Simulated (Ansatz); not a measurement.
Band table of CdS (rocksalt type)

```yaml
crystal:
  lattice:
    - [0.00000, 2.74742, 2.74742]
    - [2.74742, 0.00000, 2.74742]
    - [2.74742, 2.74742, 0.00000]
  atoms:
    - { symbol: Cd, position: [0.00000, 0.00000, 0.00000] }
    - { symbol: S, position: [0.50000, 0.50000, 0.50000] }
```

The cell comes from a relaxation on PAW files under the same functional, begun from a prototype that needn't be the stable phase.

All numbers are PBE results (scalar-relativistic) from Ansatz 0.2.0, with a Γ-centred 13×13×13 k mesh, Fermi–Dirac smearing of 0.1 eV, no spin polarisation. Methods: LAPW: all electrons, basis error target 1 meV/atom.

Path points, in fractions of the reciprocal vectors: Γ (0.000, 0.000, 0.000), X (0.500, 0.000, 0.500), U (0.625, 0.250, 0.625), K (0.375, 0.375, 0.750), L (0.500, 0.500, 0.500), W (0.500, 0.250, 0.750). The distance column jumps between branches of the path. Levels in eV from the valence-band top; bands 9 to 19, counted from the lowest band of the run. The gap is 0.27 eV, the pressure 0.02 GPa.

```
# k(1/Å) point b9 b10 b11 b12 b13 b14 b15 b16 b17 b18 b19
0.000 Γ -12.70 -7.58 -7.58 -7.58 -7.58 -7.58 -0.73 -0.73 -0.73 0.87 9.18
0.163 - -12.64 -7.61 -7.59 -7.57 -7.57 -7.57 -1.20 -0.79 -0.79 1.54 8.70
0.327 - -12.49 -7.69 -7.61 -7.56 -7.54 -7.54 -1.87 -0.96 -0.96 2.70 7.50
0.490 - -12.27 -7.74 -7.64 -7.54 -7.50 -7.50 -2.43 -1.22 -1.22 3.33 6.38
0.653 - -12.06 -7.67 -7.64 -7.52 -7.44 -7.44 -2.89 -1.52 -1.52 2.47 6.73
0.817 - -11.92 -7.70 -7.49 -7.38 -7.38 -7.34 -3.37 -1.81 -1.81 1.31 6.35
0.980 - -11.85 -7.72 -7.48 -7.34 -7.34 -6.91 -3.87 -2.01 -2.01 0.53 6.13
1.143 X -11.83 -7.73 -7.47 -7.32 -7.32 -6.66 -4.14 -2.08 -2.08 0.27 6.05
1.201 - -11.82 -7.73 -7.48 -7.32 -7.32 -6.67 -4.13 -2.15 -2.07 0.34 6.07
1.259 - -11.81 -7.72 -7.49 -7.33 -7.32 -6.69 -4.09 -2.31 -2.02 0.53 6.12
1.317 - -11.80 -7.72 -7.51 -7.35 -7.32 -6.72 -4.02 -2.54 -1.94 0.80 6.20
1.374 - -11.78 -7.71 -7.54 -7.37 -7.33 -6.76 -3.94 -2.78 -1.83 1.12 6.31
1.432 - -11.75 -7.70 -7.57 -7.40 -7.34 -6.81 -3.83 -3.02 -1.69 1.45 6.42
1.490 - -11.73 -7.69 -7.61 -7.42 -7.34 -6.87 -3.70 -3.25 -1.54 1.78 6.51
1.548 U -11.70 -7.69 -7.65 -7.45 -7.35 -6.94 -3.55 -3.45 -1.36 2.11 6.57
2.248 K -11.70 -7.69 -7.65 -7.45 -7.35 -6.94 -3.55 -3.45 -1.36 2.11 6.57
2.421 - -11.66 -7.75 -7.70 -7.53 -7.38 -7.15 -3.83 -3.04 -0.78 3.08 6.36
2.595 - -11.73 -7.81 -7.75 -7.59 -7.42 -7.28 -3.89 -2.45 -0.26 4.07 5.68
2.768 - -11.92 -7.81 -7.76 -7.62 -7.47 -7.36 -3.64 -1.87 -0.01 4.79 5.17
2.941 - -12.19 -7.76 -7.71 -7.62 -7.51 -7.44 -3.11 -1.37 -0.09 3.80 6.42
3.114 - -12.45 -7.68 -7.64 -7.60 -7.55 -7.51 -2.32 -1.01 -0.37 2.70 7.68
3.288 - -12.64 -7.61 -7.60 -7.59 -7.57 -7.56 -1.37 -0.80 -0.63 1.57 8.52
3.461 Γ -12.70 -7.58 -7.58 -7.58 -7.58 -7.58 -0.73 -0.73 -0.73 0.87 9.18
3.602 - -12.66 -7.59 -7.59 -7.58 -7.57 -7.57 -1.23 -0.70 -0.70 1.37 8.64
3.744 - -12.53 -7.64 -7.64 -7.60 -7.54 -7.54 -2.09 -0.61 -0.61 2.22 7.77
3.885 - -12.34 -7.70 -7.70 -7.63 -7.50 -7.50 -2.95 -0.47 -0.47 3.00 7.04
4.027 - -12.10 -7.76 -7.76 -7.67 -7.46 -7.46 -3.70 -0.31 -0.31 3.48 6.63
4.168 - -11.86 -7.82 -7.82 -7.73 -7.42 -7.42 -4.28 -0.16 -0.16 3.61 6.44
4.310 - -11.67 -7.86 -7.86 -7.79 -7.39 -7.39 -4.65 -0.04 -0.04 3.56 6.04
4.451 L -11.60 -7.87 -7.87 -7.82 -7.38 -7.38 -4.77 0.00 0.00 3.52 5.90
4.567 - -11.61 -7.86 -7.84 -7.80 -7.38 -7.38 -4.74 -0.24 -0.07 3.74 5.37
4.682 - -11.62 -7.84 -7.76 -7.76 -7.38 -7.37 -4.65 -0.80 -0.30 4.25 4.67
4.798 - -11.63 -7.81 -7.70 -7.66 -7.38 -7.33 -4.49 -1.46 -0.68 4.12 4.81
4.913 - -11.65 -7.78 -7.64 -7.60 -7.37 -7.21 -4.25 -2.10 -1.18 3.74 5.36
5.029 - -11.67 -7.75 -7.60 -7.58 -7.35 -7.05 -3.92 -2.63 -1.77 3.52 5.90
5.144 - -11.68 -7.72 -7.58 -7.58 -7.33 -6.90 -3.50 -3.00 -2.36 3.41 6.42
5.260 W -11.68 -7.71 -7.58 -7.58 -7.32 -6.84 -3.13 -3.13 -2.80 3.38 6.70
5.341 - -11.69 -7.70 -7.62 -7.53 -7.32 -6.84 -3.35 -2.90 -2.78 3.14 6.98
5.423 - -11.71 -7.66 -7.65 -7.48 -7.32 -6.82 -3.56 -2.72 -2.69 2.60 6.89
5.505 - -11.74 -7.68 -7.61 -7.43 -7.32 -6.79 -3.75 -2.61 -2.49 1.96 6.60
5.586 - -11.77 -7.70 -7.55 -7.39 -7.32 -6.75 -3.91 -2.46 -2.32 1.33 6.37
5.668 - -11.80 -7.72 -7.51 -7.35 -7.32 -6.71 -4.04 -2.30 -2.19 0.79 6.19
5.750 - -11.82 -7.73 -7.48 -7.33 -7.32 -6.67 -4.11 -2.15 -2.11 0.41 6.09
5.831 X -11.83 -7.73 -7.47 -7.32 -7.32 -6.66 -4.14 -2.08 -2.08 0.27 6.05
```
